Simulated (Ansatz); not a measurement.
Ga3Se: distorted cells

All numbers below come from DFT PBE, scalar-relativistic, plane waves, PAW (Ansatz).

Cutoff 420 eV; k points 10×10×10 on the computed 4-atom cell (Γ-centred); Gaussian smearing, width 0.10 eV; no spin polarisation.

Reference cell:

```
CELL_PARAMETERS angstrom
4.43246 0.00000 0.00000
0.00000 4.43246 0.00000
0.00000 0.00000 4.43246
ATOMIC_POSITIONS crystal
Ga 0.00000 0.50000 0.50000
Ga 0.50000 0.00000 0.50000
Ga 0.50000 0.50000 0.00000
Se 0.00000 0.00000 0.00000
```

Each variant moves atoms of this cell by the vectors given, if any (Å), and then applies a symmetric strain (tensor components, Cartesian axes). The reference cell isn't relaxed at this level. Energies are per atom at zero smearing, counted from the lowest variant. Pressure is positive in compression.

1. strain (xx yy zz yz xz xy, %) 0.54 0.54 0.54 0.00 0.00 0.00
2. strain (xx yy zz yz xz xy, %) -2.98 -2.98 -2.98 0.00 0.00 0.00
3. strain (xx yy zz yz xz xy, %) 4.03 4.03 4.03 0.00 0.00 0.00

| result | ΔE (meV/atom) | P (GPa) |
| --- | --- | --- |
| A | 39.4 | -3.89 |
| B | 12.7 | 3.41 |
| C | 0.0 | -1.17 |

(1) Which variant gave which result?

Spin polarisation was left out, and a magnetic state may lie lower.

Answers

(1) A is 3, B is 2, C is 1. The pressure falls as the cell grows: from the smallest volume to the largest the variants are 2, 1, 3.